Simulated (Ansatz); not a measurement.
# TiSi2: stress in a strained cell

TiSi2 is deformed so: equal xy, yz and zx engineering shear strains of -2 %. What stress and forces result, by LAPW, PAW and all-electron datasets made for the crystal?

Program: Ansatz 0.2.0. Level of theory: DFT PBE, scalar-relativistic. These are calculated values, not measurements.

### Step 1. The system as given

Symmetry: Fddd, No. 70, orthorhombic system. Conventional cell: a = 4.773 Å, b = 8.236 Å, c = 8.523 Å, α = 90.00°, β = 90.00°, γ = 90.00°. Around Ti (site symmetry 222) lie 10 Si at 2.54 to 2.75 Å. Around Si (site symmetry 2) lie 5 Ti at 2.54 to 2.75 Å and 5 Si at 2.54 to 2.75 Å.

As a file:

```
Ti Si
1.0
     0.00000    4.11800    4.26150
     2.38650    0.00000    4.26150
     2.38650    4.11800    0.00000
Ti Si
2 4
Direct
  0.75000 0.75000 0.75000
  0.50000 0.50000 0.50000
  0.08300 0.41700 0.08300
  0.41700 0.08300 0.41700
  0.16700 0.83300 0.16700
  0.83300 0.16700 0.83300
```

Atoms are numbered in the order of the input: Ti1, Ti2, Si3, Si4, Si5, Si6.

### Step 2. The deformed structure

Space group Fddd before, P-1 after.

### Step 3. LAPW, all electrons

input.yaml

```yaml
crystal:
  lattice:
    - [-0.083795, 4.075385, 4.22032]
    - [2.343885, -0.06648, 4.237635]
    - [2.34532, 4.094135, -0.065045]
  atoms:
    - { symbol: Ti, position: [0.75, 0.75, 0.75] }
    - { symbol: Ti, position: [0.5, 0.5, 0.5] }
    - { symbol: Si, position: [0.083, 0.417, 0.083] }
    - { symbol: Si, position: [0.417, 0.083, 0.417] }
    - { symbol: Si, position: [0.167, 0.833, 0.167] }
    - { symbol: Si, position: [0.833, 0.167, 0.833] }
kpoints:
  mp_grid: { grid: [8, 8, 8] }
  band_path:
    path:
      - [0.0, 0.0, 0.0]
      - [0.5, 0.5, 0.0]
      - [0.5, 0.0, 0.5]
      - [0.0, 0.0, 0.0]
      - [0.5, 0.0, 0.0]
      - [-0.5, -0.5, -0.5]
      - [0.0, 0.0, 0.0]
      - [0.0, 0.0, -0.5]
      - [0.0, -0.5, 0.0]
    npoints: 5
scf:
  occupations: { method: fermi_dirac, width: 0.08 }
hamiltonian:
  xc: pbe
  pseudopotentials: { kind: all_electron, lapw: { basis_error: 0.0005 } }
output:
  forces: true
  stress: true
  eigenvalues: true
```

On the command line:

```
$ ansatz run input.yaml --threads 2 --pin off --max-ram 6144MiB --backend cpu --events-out ev --progress --plain --runs-dir out
```

### Step 4. PAW on the default files

input.yaml, as its differences from that of step 3:

```diff
@@ -14,14 +14,2 @@
   mp_grid: { grid: [8, 8, 8] }
-  band_path:
-    path:
-      - [0.0, 0.0, 0.0]
-      - [0.5, 0.5, 0.0]
-      - [0.5, 0.0, 0.5]
-      - [0.0, 0.0, 0.0]
-      - [0.5, 0.0, 0.0]
-      - [-0.5, -0.5, -0.5]
-      - [0.0, 0.0, 0.0]
-      - [0.0, 0.0, -0.5]
-      - [0.0, -0.5, 0.0]
-    npoints: 5
 scf:
@@ -30,3 +18,3 @@
   xc: pbe
-  pseudopotentials: { kind: all_electron, lapw: { basis_error: 0.0005 } }
+  pseudopotentials: { kind: paw }
 output:
@@ -35 +23,2 @@
   eigenvalues: true
+  efg: { contact_densities: true }
```

### Step 5. All-electron PAW on datasets made for the crystal

input.yaml, as its differences from that of step 4:

```diff
@@ -18,3 +18,3 @@
   xc: pbe
-  pseudopotentials: { kind: paw }
+  pseudopotentials: { kind: all_electron, datasets: crystal }
 output:
```

(Steps that only read results are left out.)

What does the calculation give? Wanted: pressure; largest shear or deviatoric stress.

**Answer**, as computed:

```
                                 quantity                                           value
                                 pressure  LAPW 2.50, PAW 2.50, crystal datasets 2.50 GPa
largest shear or deviatoric stress (LAPW)                                        3.18 GPa
```

What this shows: The largest part of the stress beyond the pressure is 3.18 GPa in size, in the xz component; the atoms are carried along and not relaxed. No run of the undeformed cell stands beside it, so the pressure holds what the given cell had before the change. PAW: stress within 0.01 GPa of LAPW, forces within 1 meV/Å. Crystal datasets: stress within 0.01 GPa of LAPW, forces within 1 meV/Å.
